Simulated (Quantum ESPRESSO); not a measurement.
The system is SnSe.

```
Sn Se
1.0
     0.00000    3.01000    3.01000
     3.01000    0.00000    3.01000
     3.01000    3.01000    0.00000
Sn Se
1 1
Cartesian
  0.0000 0.0000 0.0000
  3.0100 3.0100 3.0100
```

Measurements of this composition are mostly on another form, of space group No. 62.

Base run:

* Program: Quantum ESPRESSO 7.5
* Functional: PBEsol
* Potentials or basis: GBRV 1.5 PBEsol
* Cutoff: 925 eV
* Density cutoff: 7401 eV
* k mesh: 6 × 6 × 6, shifted
* Occupations: fermi-dirac, width 0.05 eV
* Spin: no spin polarisation

Its results: pressure -1.9 GPa; electronic dielectric tensor (diagonal) 42.92.

Task: The run is repeated on the same cell with these changes: functional from PBEsol to LDA; potentials or basis from GBRV 1.5 PBEsol to GBRV 1.5 LDA. What comes out?

Result: Pressure -3.3 GPa; electronic dielectric tensor (diagonal) 42.75.

Caveats: the cell is more than 3 GPa from zero pressure, which shifts response properties (some runs).

Not every run made on this cell is shown here.
